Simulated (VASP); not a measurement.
# Si24H10C in VASP: single point with PBE+D3(BJ)

Aim: the single point of Si24H10C with PBE+D3(BJ).

Everything below comes from runs of VASP 6.6.1. Logs are shortened: lines on timing, memory, paths and dates and some standing lists are left out, and cuts for length are marked.

## 1. The slab as given

The cell holds a slab with vacuum, 70 atoms: a = 10.862 Å, b = 10.862 Å, c = 23.428 Å, α = 90.00°, β = 90.00°, γ = 90.00°.

The cell was built by a generator and needn't be a form met in nature.

## 2. Single point, PBE+D3(BJ)

INCAR

```
SYSTEM = Si24H10C
ALGO = Normal
EDIFF = 1E-7
ENCUT = 400
GGA = PE
ISIF = 2
ISMEAR = 0
ISYM = 0
IVDW = 12
LASPH = .TRUE.
LCHARG = .FALSE.
LREAL = Auto
LWAVE = .FALSE.
NBANDS = 151
NCORE = 4
NELM = 80
PREC = Accurate
SIGMA = 0.05
```

KPOINTS

```
k-points
0
G
  1 1 1
  0 0 0
```

POSCAR

```
Si24H10C
1.0
    7.6805938572      7.6805938572      0.0000000000
   -7.6805938572      7.6805938572      0.0000000000
    0.0000000000      0.0000000000     23.4276500000
Si H C
48 20 2
Direct
    0.7005149941      0.2994850059      0.4169282877
    0.7994850059      0.7005149941      0.4169282877
    0.0494850059      0.9505149941      0.4451001274
    0.2994850059      0.2005149941      0.4169282877
    0.9505149941      0.5494850059      0.4451001274
    0.2005149941      0.7994850059      0.4169282877
    0.4505149941      0.0494850059      0.4451001274
    0.5494850059      0.4505149941      0.4451001274
    0.8750000000      0.3750000000      0.3773276449
    0.8750000000      0.8750000000      0.3773276449
    0.1250000000      0.1250000000      0.3773276449
    0.3750000000      0.3750000000      0.3773276449
    0.1250000000      0.6250000000      0.3773276449
    0.3750000000      0.8750000000      0.3773276449
    0.6250000000      0.1250000000      0.3773276449
    0.6250000000      0.6250000000      0.3773276449
    0.0000000000      0.2500000000      0.3193726217
    0.0000000000      0.7500000000      0.3193726217
    0.2500000000      0.0000000000      0.3193726217
    0.5000000000      0.2500000000      0.3193726217
    0.2500000000      0.5000000000      0.3193726217
    0.5000000000      0.7500000000      0.3193726217
    0.7500000000      0.0000000000      0.3193726217
    0.7500000000      0.5000000000      0.3193726217
    0.8750000000      0.1250000000      0.2614175984
    0.8750000000      0.6250000000      0.2614175984
    0.1250000000      0.8750000000      0.2614175984
    0.3750000000      0.1250000000      0.2614175984
    0.1250000000      0.3750000000      0.2614175984
    0.3750000000      0.6250000000      0.2614175984
    0.6250000000      0.8750000000      0.2614175984
    0.6250000000      0.3750000000      0.2614175984
    0.7500000000      0.2500000000      0.2034625752
    0.7500000000      0.7500000000      0.2034625752
    0.0000000000      0.0000000000      0.2034625752
    0.2500000000      0.2500000000      0.2034625752
    0.0000000000      0.5000000000      0.2034625752
    0.2500000000      0.7500000000      0.2034625752
    0.5000000000      0.0000000000      0.2034625752
    0.5000000000      0.5000000000      0.2034625752
    0.8750000000      0.3750000000      0.1455075520
    0.8750000000      0.8750000000      0.1455075520
    0.1250000000      0.1250000000      0.1455075520
    0.3750000000      0.3750000000      0.1455075520
    0.1250000000      0.6250000000      0.1455075520
    0.3750000000      0.8750000000      0.1455075520
    0.6250000000      0.1250000000      0.1455075520
    0.6250000000      0.6250000000      0.1455075520
    0.9516281893      0.2983718107      0.1067115140
    0.7983718107      0.4516281893      0.1067115140
    0.9516281893      0.7983718107      0.1067115140
    0.7983718107      0.9516281893      0.1067115140
    0.2016281893      0.0483718107      0.1067115140
    0.0483718107      0.2016281893      0.1067115140
    0.4516281893      0.2983718107      0.1067115140
    0.2983718107      0.4516281893      0.1067115140
    0.2016281893      0.5483718107      0.1067115140
    0.0483718107      0.7016281893      0.1067115140
    0.4516281893      0.7983718107      0.1067115140
    0.2983718107      0.9516281893      0.1067115140
    0.7016281893      0.0483718107      0.1067115140
    0.5483718107      0.2016281893      0.1067115140
    0.7016281893      0.5483718107      0.1067115140
    0.5483718107      0.7016281893      0.1067115140
    0.2719762474      0.6090222837      0.5066161182
    0.3909751738      0.7280260755      0.5066153510
    0.2698940784      0.8491071320      0.5752542115
    0.1508913321      0.7301065470      0.5752526779
    0.3033462807      0.6966561211      0.5225594917
    0.2385193901      0.7614793381      0.5593066122
```

Potentials or basis: VASP PAW PBE potentials, release 64 (Si, H, C).

Launch:

```sh
cat potpaw_PBE.64/Si/POTCAR potpaw_PBE.64/H/POTCAR potpaw_PBE.64/C/POTCAR > POTCAR
mpirun -np 8 vasp_gam > vasp.out
```

OUTCAR:

```text
SYSTEM = Si24H10C
   EDIFF = 1E-7
   ENCUT = 400
   GGA = PE
   ISIF = 2
   ISMEAR = 0
   ISYM = 0
   IVDW = 12
   LASPH = .TRUE.
   LREAL = Auto
   NELM = 80
   PREC = Accurate
 IVDW          = 12

 ion  position               nearest neighbor table
   1  0.701  0.299  0.417-   9 2.26  15 2.26   8 2.41
   2  0.799  0.701  0.417-  10 2.26  16 2.26   5 2.41
   3  0.049  0.951  0.445-   6 2.41  10 2.60  11 2.60
   4  0.299  0.201  0.417-  11 2.26  12 2.26   7 2.41
   5  0.951  0.549  0.445-   2 2.41   9 2.60  13 2.60
   6  0.201  0.799  0.417-  13 2.26  14 2.26   3 2.41
   7  0.451  0.049  0.445-   4 2.41  14 2.60  15 2.60
   8  0.549  0.451  0.445-   1 2.41  12 2.60  16 2.60
   9  0.875  0.375  0.377-   1 2.26  17 2.35  24 2.35   5 2.60
  10  0.875  0.875  0.377-   2 2.26  18 2.35  23 2.35   3 2.60
  11  0.125  0.125  0.377-   4 2.26  17 2.35  19 2.35   3 2.60
  12  0.375  0.375  0.377-   4 2.26  20 2.35  21 2.35   8 2.60
  13  0.125  0.625  0.377-   6 2.26  18 2.35  21 2.35   5 2.60
  14  0.375  0.875  0.377-   6 2.26  19 2.35  22 2.35   7 2.60
[... 52 lines left out ...]
  67  0.270  0.849  0.575-  70 1.08
  68  0.151  0.730  0.575-  70 1.08
  69  0.303  0.697  0.523-  66 1.08  65 1.08  70 1.32
  70  0.239  0.761  0.559-  68 1.08  67 1.08  69 1.32

IMPORTANT INFORMATION: All symmetrisations will be switched off!
NOSYMM: (Re-)initialisation of all symmetry stuff for point group C_1.

----------------------------------------------------------------------------------------

                                     Primitive cell

  volume of cell :    2764.0655

  direct lattice vectors                    reciprocal lattice vectors
     7.680593857  7.680593857  0.000000000     0.065099133  0.065099133  0.000000000
    -7.680593857  7.680593857  0.000000000    -0.065099133  0.065099133  0.000000000
     0.000000000  0.000000000 23.427650000     0.000000000  0.000000000  0.042684606

  length of vectors
    10.862000000 10.862000000 23.427650000     0.092064077  0.092064077  0.042684606

  position of ions in fractional coordinates (direct lattice)
     0.700514994  0.299485006  0.416928288
     0.799485006  0.700514994  0.416928288
     0.049485006  0.950514994  0.445100127
     0.299485006  0.200514994  0.416928288
     0.950514994  0.549485006  0.445100127
     0.200514994  0.799485006  0.416928288
[... 62 lines left out ...]
     0.303346281  0.696656121  0.522559492
     0.238519390  0.761479338  0.559306612

  ion indices of the primitive-cell ions
   primitive index   ion index
                 1           1
                 2           2
                 3           3
                 4           4
[... 121 lines left out ...]
   ISYM   =      0    0-nonsym 1-usesym 2-fastsym
   POTIM  = 0.5000    time-step for ionic-motion
   TEBEG  =    0.0;   TEEND  =   0.0 temperature during run
   PSTRESS=    0.0 pullay stress
   NELECT =     220.0000    total number of electrons
   NUPDOWN=      -1.0000    fix difference up-down
   EMIN   =  10.00;   EMAX   =-10.00  energy-range for DOS
   EFERMI =   0.00;   METHOD = LEGACY
   ISMEAR =     0;   SIGMA  =   0.05  broadening in eV -4-tet -1-fermi 0-gaus
   EFERMI_NEDOS =   21; number of points for ismear=-14 and -15
   IALGO  =     38    algorithm
   IMIX   =      4    mixing-type and parameters
     AMIX     =   0.40;   BMIX     =  1.00
     AMIX_MAG =   1.60;   BMIX_MAG =  1.00
  volume/ion in A,a.u.               =      39.49       266.47
  Fermi-wavevector in a.u.,A,eV,Ry     =   0.704206  1.330756  6.747209  0.495906
  Thomas-Fermi vector in A             =   1.789385
   LORBIT       =      0    0 simple, 1 ext, 2 COOP (PROOUT), +10 PAW based schemes
   GGA     = PE    functional components
   LHFCALC =     F    Hartree Fock is set to
   AEXX    =    0.0000 exact exchange contribution
   IVDW    =    12    specifies the selected vdW correction
   LEPSILON=     F    determine dielectric tensor
   LRPA    =     F    only Hartree local field effects (RPA)
 non-spin polarized calculation
 Gauss-broadening in eV      SIGMA  =   0.05
  energy-cutoff  :      400.00
  volume of cell :     2764.07
 maximum number of plane-waves:     25105
 NGX is ok and might be reduce to    70
   NGX = 35   NGY = 35   NGZ = 77

 number of electron     219.9999941 magnetization

 Free energy of the ion-electron system (eV)
  ---------------------------------------------------
  ext. energy  EPLUGINS =         0.00000000
  ---------------------------------------------------
  free energy    TOTEN  =      -329.76190610 eV

  energy without entropy =     -329.74430121  energy(sigma->0) =     -329.75310365

 E-fermi :  -0.8742     XC(G=0):  -4.2800

 val. band max:       -0.9392099919   @ k =   0.0000   0.0000   0.0000
 cond. band min:      -0.8187364399   @ k =   0.0000   0.0000   0.0000
 fundamental gap:      0.1204735519
 Fermi energy:        -0.8742287367

 k-point     1 :       0.0000    0.0000    0.0000
  band No.  band energies     occupation
      1     -15.8328      2.00000
      2     -12.4664      2.00000
      3     -11.5593      2.00000
      4     -11.5389      2.00000
      5     -11.5329      2.00000
      6     -11.3218      2.00000
[... 114 lines left out ...]
    121       1.0677      0.00000
    122       1.1207      0.00000
 [bands above 122 left out]

------------------------ aborting loop because EDIFF is reached ----------------------------------------

 Edisp (eV)  -12.95323

 E8    (eV) :    -5.3755

  FORCE on cell =-STRESS in cart. coord.  units (eV):
  Direction    XX          YY          ZZ          XY          YZ          ZX
  --------------------------------------------------------------------------------------
  -------------------------------------------------------------------------------------
  Total      20.19391     0.32323   -11.33167     0.00060    -0.00048    -1.45098
  in kB      11.70530     0.18736    -6.56835     0.00035    -0.00028    -0.84105
  external pressure =        1.77 kB  Pullay stress =        0.00 kB

 VOLUME and BASIS-vectors are now :
 -----------------------------------------------------------------------------
  energy-cutoff  :      400.00
  volume of cell :     2764.07
      direct lattice vectors                 reciprocal lattice vectors
     7.680593857  7.680593857  0.000000000     0.065099133  0.065099133  0.000000000
    -7.680593857  7.680593857  0.000000000    -0.065099133  0.065099133  0.000000000
     0.000000000  0.000000000 23.427650000     0.000000000  0.000000000  0.042684606

 POSITION                                       TOTAL-FORCE (eV/Angst)
 -----------------------------------------------------------------------------------
      3.08015      7.68059      9.76765        -0.521695      0.000000     -0.518892
      0.76015     11.52089      9.76765         0.485099      0.035574     -0.539222
     -6.92045      7.68059     10.42765        -0.890115      0.000000     -0.724660
      0.76015      3.84030      9.76765         0.485098     -0.035573     -0.539222
      3.08015     11.52089     10.42765         0.736159      0.033975     -0.725771
     -4.60045      7.68059      9.76765        -0.124937     -0.000008     -0.085685
[... 62 lines left out ...]
     -3.02085      7.68061     12.24234         0.621399     -0.001426     -1.035138
     -4.01664      7.68058     13.10324        -0.853775      0.000678      0.607832
 -----------------------------------------------------------------------------------
    total drift:                                0.000446      0.000003     -0.012436

  FREE ENERGIE OF THE ION-ELECTRON SYSTEM (eV)
  ---------------------------------------------------
  free  energy   TOTEN  =      -342.7151388147 eV

  energy  without entropy=     -342.6975339273  energy(sigma->0) =     -342.70633637
```

Run time: 4.2 min. Hardware: 8 MPI ranks of Intel Xeon Platinum 8375C at 2.90GHz (Ice Lake), shared host; peak memory 0.34 GiB.

Results:

```
Free energy                : -342.7151 eV
Largest force              : 1.345 eV/Å
Band gap on the k mesh     : 0.12 eV, direct
Dispersion energy per atom : -0.185 eV
```

Forces in eV/Å, atoms in the order of the input:
```
Si  -0.522  0.000 -0.519
Si   0.485  0.036 -0.539
Si  -0.890  0.000 -0.725
Si   0.485 -0.036 -0.539
Si   0.736  0.034 -0.726
Si  -0.125  0.000 -0.086
Si   0.736 -0.034 -0.726
Si  -0.715  0.000 -0.748
Si  -0.353  1.106  0.680
Si   0.317  1.050  0.696
Si   0.317 -1.050  0.696
Si   0.374  1.109  0.642
Si  -0.426 -1.111  0.566
Si  -0.426  1.111  0.566
Si  -0.353 -1.106  0.680
Si   0.374 -1.109  0.642
Si  -0.004  0.002  0.363
Si   0.086 -0.010 -0.493
Si   0.086  0.010 -0.493
Si  -0.026  0.004 -0.455
Si  -0.011  0.002  0.375
Si  -0.011 -0.002  0.375
Si  -0.004 -0.002  0.363
Si  -0.026 -0.004 -0.455
Si   0.026  0.000  0.029
Si   0.200  0.025 -0.062
Si  -0.260  0.000 -0.083
Si   0.200 -0.025 -0.062
Si  -0.016 -0.005  0.029
Si   0.024  0.000  0.028
Si  -0.016  0.005  0.029
Si  -0.209  0.000 -0.073
Si  -0.070  0.000 -0.171
Si   0.073  0.006 -0.160
Si   0.106  0.000 -0.158
Si   0.073 -0.006 -0.160
Si  -0.097  0.008 -0.145
Si  -0.071  0.000 -0.161
Si  -0.097 -0.008 -0.145
Si   0.095  0.000 -0.148
Si   0.075 -0.002  0.092
Si  -0.089  0.011  0.087
Si  -0.089 -0.011  0.087
Si  -0.076  0.006  0.095
Si   0.075 -0.006  0.091
Si   0.075  0.006  0.091
Si   0.075  0.002  0.092
Si  -0.076 -0.006  0.095
H   -0.281 -0.013  0.050
H    0.268 -0.001  0.061
H   -0.269 -0.002  0.060
H    0.285 -0.018  0.042
H   -0.269  0.002  0.060
H    0.285  0.018  0.042
H   -0.269 -0.001  0.060
H    0.284 -0.017  0.049
H   -0.284  0.015  0.049
H    0.270  0.002  0.061
H   -0.284 -0.015  0.049
H    0.270 -0.002  0.061
H   -0.281  0.013  0.050
H    0.268  0.001  0.061
H   -0.269  0.001  0.060
H    0.284  0.017  0.049
H    0.277 -0.469 -0.083
H    0.277  0.471 -0.083
H   -0.184  0.458  0.137
H   -0.184 -0.458  0.137
C    0.621 -0.001 -1.035
C   -0.854  0.001  0.608
```

Levels at points of the mesh, in eV from the valence-band top:
```tsv
k point	band 107	band 108	band 109	band 110	band 111	band 112	band 113	band 114
(0.00, 0.00, 0.00)	-0.34	-0.20	0.00	0.00	0.12	0.79	0.87	0.99
```

Caveat: the cutoff is under 1.25 times the usual one of these potentials, so pressure, stress and relaxed cells hold a basis-set (Pulay) error.
